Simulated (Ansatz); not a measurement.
Write the native input for Ansatz 0.2.0 that does the following.

| Property | Result |
| --- | --- |
| Task | band structure |
| Functional | PBE |
| Potentials or basis | all-electron LAPW, scalar-relativistic |
| Cutoff | 397 eV (chosen from the basis error) |
| Basis error allowed | 0.002 eV/atom |
| k mesh | 9 × 9 × 5 |
| Occupations | fermi-dirac, width 0.05 eV |
| Spin | no spin polarisation |

The system is ZnO (zincite).

```xyz
4
Lattice="3.2493 0.0000 0.0000 -1.6247 2.8140 0.0000 0.0000 0.0000 5.2057" Properties=species:S:1:pos:R:3 pbc="T T T"
Zn    1.6247    0.9380    0.0000
Zn    0.0000    1.8760    2.6029
O     0.0000    1.8760    4.5759
O     1.6247    0.9380    1.9730
```

These files were run (other wordings do the same):

input.yaml

```yaml
crystal:
  lattice:
    - [3.249308, 0.0, 0.0]
    - [-1.624654, 2.8139832727, 0.0]
    - [0.0, 0.0, 5.205709]
  atoms:
    - { symbol: Zn, position: [0.6666666667, 0.3333333333, 0.0] }
    - { symbol: Zn, position: [0.3333333333, 0.6666666667, 0.5] }
    - { symbol: O, position: [0.3333333333, 0.6666666667, 0.87901] }
    - { symbol: O, position: [0.6666666667, 0.3333333333, 0.37901] }
kpoints:
  mp_grid: { grid: [9, 9, 5] }
  band_path:
    path:
      - [0.0, 0.0, 0.0]
      - [0.5, 0.0, 0.0]
      - [0.3333333333, 0.3333333333, 0.0]
      - [0.0, 0.0, 0.0]
      - [0.0, 0.0, 0.5]
      - [0.5, 0.0, 0.5]
      - [0.3333333333, 0.3333333333, 0.5]
      - [0.0, 0.0, 0.5]
    npoints: 10
scf:
  occupations: { method: fermi_dirac, width: 0.05 }
hamiltonian:
  xc: pbe
  pseudopotentials: { kind: all_electron, lapw: { basis_error: 0.002 } }
output:
  forces: true
  stress: true
  eigenvalues: true
```

Potentials or basis: all-electron LAPW, scalar-relativistic.

Launch:

```bash
$ ansatz run input.yaml --threads 2 --pin off --max-ram 6144MiB --backend cpu --events-out ev --progress --plain --runs-dir out
```

Results of the run:

```
Pressure                : 4.8 GPa
Largest force           : 0.070 eV/Å
Band gap on the k mesh  : 0.82 eV, direct
Band gap along the path : 0.82 eV, direct
```

Wall time 31 s on 2 threads of Arm Neoverse V2, on a shared host, peak memory 0.38 GiB.
